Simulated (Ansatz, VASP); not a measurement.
## BAs5: VASP beside Ansatz

```
CELL_PARAMETERS angstrom
0.00000 4.84272 4.84272
4.84272 0.00000 4.84272
4.84272 4.84272 0.00000
ATOMIC_POSITIONS crystal
B 0.00000 0.00000 0.00000
As 0.75000 0.75000 0.75000
As 0.59484 0.59484 0.59484
As 0.59484 0.59484 0.21547
As 0.59484 0.21547 0.59484
As 0.21547 0.59484 0.59484
```

Alike in both runs: functional PBE; k mesh 4 × 4 × 4; occupations gaussian, width 0.1 eV; no spin polarisation.

Ansatz relaxed the structure, and its values are those at the end. VASP's run is a single point on that final structure, the one shown.

|  | VASP | Ansatz |
| --- | --- | --- |
| version | VASP 6.6.1 | Ansatz 0.2.0 |
| potentials or method | VASP PAW PBE potentials, release 64 (B, As) | scalar-relativistic, plane waves, PAW |
| plane-wave cutoff (eV) | 520 | 420 |
| valence electrons in the cell | 28 | 78 |

|  | VASP | Ansatz | Ansatz less VASP |
| --- | --- | --- | --- |
| gap on the k mesh at the Fermi level (eV) | none | none | - |
| pressure (GPa) | -0.1 | -0.2 | -0.09 |
| rms of the force components (eV/Å) | 0.001 | 0.014 | +0.0128 |

A gap of «none» marks a metal or a gap that the smearing closes. The functional is the same, so the differences come from potentials, cutoffs and numerics. The two sets of potentials don't hold the same shells in valence.
